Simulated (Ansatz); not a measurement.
# BN (Fmm2) in Ansatz: notebook, part 3 of 3

Ansatz 0.2.0. Earlier steps stand in the parts before.

### 4 Band structure, HSE03

The input, input:

```
crystal:
  lattice:
    - [0.0, 3.49531583, 2.16609124]
    - [1.2516321, 0.0, 2.16609124]
    - [1.2516321, 3.49531583, 0.0]
  atoms:
    - { symbol: "N", position: [0.66665134, 0.66665134, 0.33334866] }
    - { symbol: B, position: [4.865e-05, 4.865e-05, 0.99995135] }
hamiltonian:
  xc: { exchange: pbe, correlation: pbe, exx: { coeff: 0.25, omega: 0.3 } }
  pseudopotentials: { kind: paw }
kpoints:
  mp_grid: { grid: [7, 7, 7] }
  band_path:
    path:
      - [[0.0, 0.0, 0.0], [-0.5, -0.5, 0.0], [-1.0, -0.5, -0.5], [-0.5, 0.0, -0.5], [0.0, 0.0, 0.0], [0.0, -0.3655286517, -0.3655286517], [-0.5, -0.6985850042, -0.1985850042], [-0.5, -0.5, 0.0]]
      - [[-1.0, -0.5, -0.5], [-1.0, -0.6344713483, -0.6344713483]]
      - [[0.0, -0.3655286517, -0.3655286517], [-0.5, -0.3014149958, -0.8014149958], [-0.5, 0.0, -0.5]]
      - [[-0.5, -0.5, -0.5], [0.0, 0.0, 0.0]]
    npoints: 4
scf:
  occupations: { method: fermi_dirac, width: 0.05 }
  n_extra_bands: 6
output:
  forces: true
  stress: true
  eigenvalues: true
  fatbands: false
  write_density: true
  write_potential: true
  elf: true
  volumetric_format: npy
```

Potentials or basis: Ansatz PAW.

The log of the run:

```text
Warning: output.stress: scf.convergence.dr2_threshold = 1e-7 eV (the SCF's general default) is looser than the 2e-10 eV advised for a printed stress (1e-10 eV for each atom of the cell: 2). What an SCF threshold leaves in a stress goes as its square root, and in the free energy as the threshold itself, and one threshold admits the most on a small cell: of the crystals measured, under no hybrid functional and no lock of the moments, on runs that ended without the residual-converged pass, on stresses that held no estimate of that error, the worst erred by over 100 MPa in a component at 1e-7 eV an atom and by under 5 at 1e-10. Set scf.convergence.dr2_threshold to 2e-10 eV or tighter. The threshold is an SCF's pass mark: one that does not reach it within its budget of iterations ends unconverged, or closes short of it on a stop that the run arms, and scf.convergence.dr2_threshold's page says what that costs each kind of run
Warning: output.stress: scf.exx.energy_threshold = 1e-6 eV is looser than the 2e-8 eV advised for a stress under a hybrid functional (1e-8 eV for each atom of the cell: 2). Every SCF of the exchange loop can meet its threshold on dr2 while the loop round them stops early: no threshold on dr2 bounds what that leaves in the stress. Set scf.exx.energy_threshold to 2e-8 eV or tighter. The threshold is the loop's pass mark: a loop that does not reach it within its budget of cycles ends unconverged, and scf.exx.energy_threshold's page has the law
scf.n_extra_bands = 6 over 4 filled bands (N_el = 8.0): the run solves 10 bands
GPUs: using 1 of 1 available (devices: 1).
Engine: ansatz 0.2.0, x86_64-unknown-linux-gnu
Pseudopotentials: kind: paw
Pseudopotential: N, paw, valence charge 5, recommended cutoff 420 eV (normal), N.paw.azcp
Pseudopotential: B, paw, valence charge 3, recommended cutoff 420 eV (normal), B.paw.azcp
Functional definition: unnamed
  parameter a_1 = 0.25
  parameter omega_1 = 0.3/angstrom
  exchange = pbe_x + (-a_1)*pbe_x_sr(omega_1) + a_1*exact_x_sr(omega_1)
  correlation = pbe_c
device memory: the entry about to start is reckoned to put 0.6 GiB on a device that reports 55.9 GiB free (of which the cap on the GPU budget leaves the run 18.0 GiB)
GPU FFT provider: cuFFT
GPU libraries: cuBLAS 13.8.2, cuFFT 12.4.0, cuSOLVER 12.3.4
Crystal: 2 atoms, lattice volume = 18.953 Å³
Basis set: ecut = 420 eV, 365 PW (Γ), exchange–correlation on 60×36×50 points (8 copies of the dense FFT grid, shifted against one another)
Bands: 10, of which v1, the nominal top of the filled ones, is band 4 counted from 1 (3 counted from 0)
Symmetry: 4 space group operations
Space group: Fmm2 (ITA 42), of the structure as read, at distance tolerance 2.7e-5 Å
k-points: 64 of 343 (time reversal used)
Non-local potential: N, projectors of the file, l = 0: 2, l = 1: 2, l = 2: 1
Non-local potential: B, projectors of the file, l = 0: 2, l = 1: 2, l = 2: 1
PAW form: soft (Blöchl's): semilocal exchange-correlation on the pseudo side does not see the compensation charge
PAW frozen core: N, regenerated for the run's functional, and the local potential with it (the file was generated under x = pbe(κ = 0.804, μ = 0.2195149727645171), c = pbe(β = 0.06672455060314922))
PAW frozen core: B, regenerated for the run's functional, and the local potential with it (the file was generated under x = pbe(κ = 0.804, μ = 0.2195149727645171), c = pbe(β = 0.06672455060314922))
PAW one-centre angular grid: N, 110 points (default); XC on 64 Gauss nodes
PAW one-centre angular grid: B, 110 points (default); XC on 64 Gauss nodes
Initial density: superposition of atomic densities (neutral atoms: chi_scale 0, normalization atom), corrected by the library's trained network
Initial wavefunctions: pseudopotential atomic-orbital guess
GPU buffer pool allocated for 13500 grid points (all kernels)
GPU transforms: local potential and band sums: pruned to the plane-wave sphere, on 27×18×25
Functional: x = pbe(κ = 0.804, μ = 0.2195149727645171), c = pbe(β = 0.06672455060314922), warm-up for x = pbe(κ = 0.804, μ = 0.2195149727645171) + 0.25 (exact − pbe) at short range (hse, ω = 0.3 Å⁻¹), c = pbe(β = 0.06672455060314922)
SCF iter   1: F=—  HF=-542.412127 eV  |F-HF|=—  |Δ(HF+E_count)|=         —  Δρ=1.98e-3  dr2=3.01e-4  ethr=1.77e-3  ⟨swp⟩=2.0  Hψ=4485  notcnv=0
preconditioner: auto → none  [insulator: Δε(μ)=4.161 eV  Ē_g=21.137 eV  σ=0.050 eV  W_gap=1.00  n_scr=2 (ndim 8)  ℏωp=24.1 eV  f_vac=0.044  D(μ)=0.00/eV (n_scr^D=0)]
SCF iter   2: F=-542.412866 eV  HF=-542.412668 eV  |F-HF|=1.99e-4  |Δ(HF+E_count)|=   5.41e-4  Δρ=8.58e-4  dr2=3.66e-5  ethr=3.77e-6  ⟨swp⟩=3.2  Hψ=1070  notcnv=0  defer=1
SCF 1 stopped early in 2 iterations: F = -542.412866 eV  dr2 = 3.66e-5
device memory: the entry about to start is reckoned to put 1.3 GiB on a device that reports 55.2 GiB free (of which the cap on the GPU budget leaves the run 18.0 GiB)
GPU FFT provider: cuFFT
[... 14 lines left out ...]
SCF iter   5: F=—  HF=-542.493438 eV  |F-HF|=—  |Δ(HF+E_count)|=   3.11e-5  Δρ=2.24e-4  dr2=8.62e-6  ethr=4.56e-8  ⟨swp⟩=3.2  Hψ=1105  notcnv=0  defer=1
SCF iter   6: F=-542.493435 eV  HF=-542.493435 eV  |F-HF|=1.56e-8  |Δ(HF+E_count)|=   2.51e-6  Δρ=2.00e-5  dr2=2.08e-7  ethr=4.56e-8  ⟨swp⟩=3.0  Hψ=1031  notcnv=0
SCF 2 stopped early in 6 iterations: F = -542.493435 eV  dr2 = 2.08e-7
  Residual-converged pass: ⟨swp⟩=3.5  Hψ=1189  notcnv=0  max |occ|·‖R‖ = 6.2e-6 eV (tolerance 6.7e-6 eV)  dr2=2.09e-7  dr2_onsite=2.62e-9  max |Δocc| = 0.0e0
hybrid outer 1: dexx = +2.508e-3 eV, tail = 4.98e-6 eV
GPU FFT provider: cuFFT
GPU libraries: cuBLAS 13.8.2, cuFFT 12.4.0, cuSOLVER 12.3.4
GPU buffer pool allocated for 13500 grid points (all kernels)
GPU transforms: local potential and band sums: pruned to the plane-wave sphere, on 27×18×25
Exchange kernel: α = 0.2500, screened, ω = 0.3000 Å⁻¹, Wigner–Seitz truncation, v(0) = 502.6096 eV·Å³, q-mesh 7×7×7, nearest image of the exchange supercell L = 17.51 Å, pair-density grid 15×15×24, without the augmentation charges, whose exchange is taken in its separable form by FFT convolution over the k-point mesh (the finest that the files' search goes to), smooth part of the exact exchange by density-matrix convolution in up to 1.40 GiB of GPU memory as planned if the GPU has room (build and FFT work areas not counted)
Frozen-core exchange: fock
SCF iter   1: F=—  HF=-542.493477 eV  |F-HF|=—  |Δ(HF+E_count)|=         —  Δρ=3.59e-5  dr2=1.19e-7  ethr=3.11e-7  ⟨swp⟩=4.3  Hψ=1579  notcnv=0
preconditioner: auto → none  [insulator: Δε(μ)=5.203 eV  Ē_g=23.292 eV  σ=0.050 eV  W_gap=1.00  n_scr=2 (ndim 8)  ℏωp=24.1 eV  f_vac=0.047  D(μ)=0.00/eV (n_scr^D=0)]
SCF iter   2: F=—  HF=-542.493476 eV  |F-HF|=—  |Δ(HF+E_count)|=   3.08e-8  Δρ=1.03e-5  dr2=1.33e-8  ethr=1.33e-9  ⟨swp⟩=3.0  Hψ=1051  notcnv=0
SCF iter   3: F=-542.493477 eV  HF=-542.493477 eV  |F-HF|=1.25e-9  |Δ(HF+E_count)|=   4.48e-8  Δρ=3.59e-6  dr2=1.80e-9  ethr=4.57e-11  ⟨swp⟩=4.4  Hψ=1616  notcnv=0  defer=10
SCF 3 converged in 3 iterations: F = -542.493477 eV  dr2 = 1.80e-9
  Residual-converged pass: ⟨swp⟩=3.0  Hψ=1123  notcnv=0  max |occ|·‖R‖ = 4.3e-7 eV (tolerance 4.4e-7 eV)  dr2=1.79e-9  dr2_onsite=1.48e-10  max |Δocc| = 0.0e0
hybrid outer 2: dexx = +6.225e-8 eV, tail = 5.16e-9 eV, Δε = 1.40e-3 eV (about 4.81e-5 eV left of the loop's levels), ΔF = 6.13e-6 eV/Å (tail 2.31e-4)
device memory: the entry about to start is reckoned to put 0.3 GiB on a device that reports 62.3 GiB free (of which the cap on the GPU budget leaves the run 18.0 GiB)
NSCF: frozen V_eff on 48 k-points, pencils in batches of 32, up to order 48
hybrid SCF converged: 2 outer / 9 inner (+2 warm-up), last move |dexx| = 6.23e-8 eV, tail = 5.16e-9 eV
Stability not checked: this state was not tested for a lower state beside it, because the functional holds exact exchange (a hybrid, or Hartree-Fock), whose exchange loop this test does not read (fock_operator; see scf.lower_state_search)
Free energy (F): -542.493477 eV
Frozen-core exchange: fock
Harris-Foulkes:  -542.493477 eV  (|F-HF|=1.25e-9)
Internal energy: -542.493477 eV  (E = F + TS)
E sigma→0 (E₀):  -542.493477 eV
Fermi energy:    6.117875 eV
--- Per-component energies (eV) ---
  E_band       = -34.234504
  E_kinetic    = 183.486405
  E_local      = -372.677035  (includes V_loc(G=0)·N_el)
  E_nonlocal   = 56.873268
  E_hartree    = 123.233037
  E_xc         = -75.897880
  E_vxc        = -92.927523  (∫ρ·V_xc dr)
  E_exx        = -17.996060  (= α·E_x^exact, valence–valence)
  E_paw        = -205.197079  (= ΣΔE_a)
  E_vpaw       = -19.463242  (= ΣTr[D̂ρ^β])
  E_aug_tail   = 0.000099  (compensation charges beyond the density's cutoff)
  E_ewald      = -234.283781
  E_core_change = -0.034451  (= ΣΔE_core)
  E_smearing   = -0.000000  (= −TS)
  E_closure    = -0.000000  (closes the sum)
  Σ components = -542.493477   (vs F -542.493477, Δ=-1.14e-13)
--- Forces (eV/Å), atoms counted from 1 ---
  atom   1  N      0.00000000    -0.00000000    -0.01037080
  atom   2  B     -0.00000000     0.00000000     0.01036971
  max |Σ_I F_I| component: 1.09e-6 eV/Å
--- Stress (GPa, compression-positive) ---
       -2.826430       0.000000       0.000000
        0.000000       1.423517      -0.000000
        0.000000      -0.000000      -2.806045
  P = ⅓ Tr σ = -1.4030 GPa (-14.030 kbar)
--- Band table (eV; the first three rows and the last of 64) ---
  k-point 0: bands = ["-15.9397", "-1.2062", "1.9980", "2.0065", "9.4214", "16.6714", "16.7386", "18.5701", "19.6437", "30.7440"]
  k-point 1: bands = ["-15.5034", "-0.7627", "0.3787", "1.2679", "10.3164", "16.4454", "17.0576", "18.4463", "20.9473", "28.2529"]
  k-point 2: bands = ["-14.2867", "-2.9118", "-0.0488", "0.5404", "12.1157", "13.9860", "16.1602", "22.5931", "23.1721", "24.6686"]
  k-point 63: bands = ["-12.3434", "-6.0059", "-2.1305", "3.3172", "10.3983", "15.7763", "17.4463", "19.2528", "21.1433", "26.6786"]
```

Run time: 2.2 min. Hardware: 1 × NVIDIA H100 80GB HBM3 with 2 threads of AMD EPYC 7R13 (Zen 3), shared host; peak memory 1.9 GiB.

What came out:

```yaml
Free_energy: -542.4935 eV
Pressure: -1.4 GPa
Largest_force: 0.010 eV/Å
Band_gap_along_the_path: 4.77 eV, indirect (least direct gap 5.78 eV)
```

Forces in eV/Å, atoms in the order of the input:
```
N    0.000  0.000 -0.010
B    0.000  0.000  0.010
```

Stress tensor (GPa, compression positive):
```
-2.83  0.00  0.00
 0.00  1.42  0.00
 0.00  0.00 -2.81
```

Levels at the corners of the path, in eV from the valence-band top:
```
point  band 2  band 3  band 4  band 5  band 6  band 7
    Γ   -4.95   -1.74   -1.74    5.68   12.93   13.00
    Y  -10.03   -4.75   -0.63    6.93   10.57   13.28
    T   -9.83   -4.80   -1.64    4.77   11.12   15.79
    Z   -6.68   -1.76   -1.74   10.81   12.88   12.95
    Γ   -4.95   -1.74   -1.74    5.68   12.93   13.00
    X   -8.97   -7.66   -0.62    5.23   13.37   14.92
   A1   -8.90   -7.80   -0.49    6.08   14.33   14.77
    Y  -10.03   -4.75   -0.63    6.93   10.57   13.28
    T   -9.83   -4.80   -1.64    4.77   11.12   15.79
   X1   -8.97   -7.66   -0.62    5.23   13.37   14.92
    X   -8.97   -7.66   -0.62    5.23   13.37   14.92
    A   -8.90   -7.80   -0.49    6.08   14.33   14.77
    Z   -6.68   -1.76   -1.74   10.81   12.88   12.95
    L   -9.93   -4.76   -1.16    5.64   11.05   14.48
    Γ   -4.95   -1.74   -1.74    5.68   12.93   13.00
```

Caveat: the k mesh is coarse (spacing up to 0.43 Å⁻¹), so the values aren't converged, least of all with exact exchange; the pressure holds a Pulay correction of +0.4 GPa for the finite cutoff; the PAW data sets come from PBE, with cores solved anew for the run's functional, which leaves a small shift of forces and pressure; the thresholds are loose for stress.

### 5 Band structure, HSEsol

Edit input of step 4 so:

```diff
@@ -9,3 +9,6 @@
 hamiltonian:
-  xc: { exchange: pbe, correlation: pbe, exx: { coeff: 0.25, omega: 0.3 } }
+  xc:
+    exchange: hjs_pbesol
+    correlation: pbesol
+    exx: { coeff: 0.25, omega: 0.207 }
   pseudopotentials: { kind: paw }
@@ -28,5 +31 @@
   fatbands: false
-  write_density: true
-  write_potential: true
-  elf: true
-  volumetric_format: npy
```

It took 73 s on 1 × NVIDIA H100 80GB HBM3 with 2 threads of AMD EPYC 7R13 (Zen 3), shared host; peak memory 2 GiB.

The run converged. Its results:

* Free energy: -536.5152 eV
* Pressure: -3.5 GPa
* Largest force: 0.011 eV/Å
* Band gap along the path: 4.91 eV, indirect (least direct gap 5.97 eV)

Forces on the atoms (eV/Å):
```
N    0.000  0.000 -0.011
B    0.000  0.000  0.011
```

Stress tensor (GPa, compression positive):
```
-5.37  0.00  0.00
 0.00  0.23  0.00
 0.00  0.00 -5.36
```

Levels at the corners of the path, in eV from the valence-band top:
| point | band 2 | band 3 | band 4 | band 5 | band 6 | band 7 |
| --- | --- | --- | --- | --- | --- | --- |
| Γ | -5.01 | -1.76 | -1.75 | 5.74 | 13.15 | 13.22 |
| Y | -10.10 | -4.79 | -0.64 | 7.14 | 10.76 | 13.32 |
| T | -9.91 | -4.84 | -1.68 | 4.91 | 11.33 | 15.88 |
| Z | -6.81 | -1.78 | -1.75 | 10.94 | 13.10 | 13.18 |
| Γ | -5.01 | -1.76 | -1.75 | 5.74 | 13.15 | 13.22 |
| X | -9.06 | -7.71 | -0.64 | 5.40 | 13.45 | 15.08 |
| A1 | -8.98 | -7.85 | -0.50 | 6.28 | 14.47 | 14.87 |
| Y | -10.10 | -4.79 | -0.64 | 7.14 | 10.76 | 13.32 |
| T | -9.91 | -4.84 | -1.68 | 4.91 | 11.33 | 15.88 |
| X1 | -9.06 | -7.71 | -0.64 | 5.40 | 13.45 | 15.08 |
| X | -9.06 | -7.71 | -0.64 | 5.40 | 13.45 | 15.08 |
| A | -8.98 | -7.85 | -0.50 | 6.28 | 14.47 | 14.87 |
| Z | -6.81 | -1.78 | -1.75 | 10.94 | 13.10 | 13.18 |
| L | -10.01 | -4.80 | -1.19 | 5.80 | 11.26 | 14.56 |
| Γ | -5.01 | -1.76 | -1.75 | 5.74 | 13.15 | 13.22 |

Caveat: the k mesh is coarse (spacing up to 0.43 Å⁻¹), so the values aren't converged, least of all with exact exchange; the pressure holds a Pulay correction of +0.5 GPa for the finite cutoff; the PAW data sets come from PBE, with cores solved anew for the run's functional, which leaves a small shift of forces and pressure; the thresholds are loose for stress.

### 6 The runs side by side

| level | pressure (GPa) | largest force (eV/Å) |
| --- | --- | --- |
| B3LYP | 0.4 | 0.01 |
| HSE06 | -1.5 | 0.01 |
| HSE03 | -1.4 | 0.01 |
| HSEsol | -3.5 | 0.01 |

Alike in all rows: task band structure; potentials or basis Ansatz PAW; no spin polarisation; cell as given; k mesh 7 × 7 × 7; cutoff (eV) 420; smearing fermi-dirac 0.05 eV; the mesh is coarse, so values aren't converged.

Caveats: all runs use coarse meshes; the PAW data sets come from PBE, with cores solved anew for the run's functional, which leaves a small shift of forces and pressure; the thresholds are loose for stress.

Absolute energies hang on the potentials; compare differences alone.
